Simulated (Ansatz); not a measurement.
# HfO2 — electric field gradients

The cell is a structure deposited in the COD whose atoms were relaxed with PBE, the cell held.

```cif
data_HfO2
_symmetry_space_group_name_H-M 'P2_1/c'
_symmetry_Int_Tables_number 14
_cell_length_a 5.1180
_cell_length_b 5.1857
_cell_length_c 5.2841
_cell_angle_alpha 90.000
_cell_angle_beta 99.352
_cell_angle_gamma 90.000
loop_
_atom_site_label
_atom_site_type_symbol
_atom_site_symmetry_multiplicity
_atom_site_Wyckoff_symbol
_atom_site_fract_x
_atom_site_fract_y
_atom_site_fract_z
Hf Hf 4 e 0.2767 0.0419 0.2081
O5 O 4 e 0.4466 0.7584 0.4803
O9 O 4 e 0.0726 0.3393 0.3389
```

One atom of each set is listed.

All values are calculated (Ansatz; DFT, r2SCAN, plane waves and PAW, scalar-relativistic, 500 eV cutoff, Γ-centred 6×6×6 k-points, Fermi–Dirac smearing 0.02 eV), not measured.

Conventions: |V_zz| ≥ |V_yy| ≥ |V_xx|, η = (V_xx − V_yy)/V_zz, C_Q = eQV_zz/h. ν_Q = 3|C_Q|/[2I(2I − 1)].

¹⁷⁷Hf: I = 7/2, Q = 3365 mb; ¹⁷O: I = 5/2, Q = -25.58 mb. Quadrupole moments are those of Pyykkö's year-2017 table.

```csv
site,atoms,first shell,C_Q (MHz),η,ν_Q (MHz)
Hf,4,7 O at 2.04–2.24 Å,1045,0.16,74.6
O5,4,4 Hf at 2.14–2.24 Å,0.692,0.97,0.104
O9,4,3 Hf at 2.04–2.15 Å,0.811,0.86,0.122
```

Without spin–orbit coupling the gradients at and beside Hf can be off by some per cent, at some sites by more. Where η is near 1 the sign of V_zz means little.

The run took 37 s of wall time (2.4 min of CPU time) and 1.4 GiB at its peak, on 4 threads of Arm Neoverse V2 (aarch64; 8 cores open to the job, memory cap 8.0 GiB, no GPU), a shared host with a load of 0.3 a core.
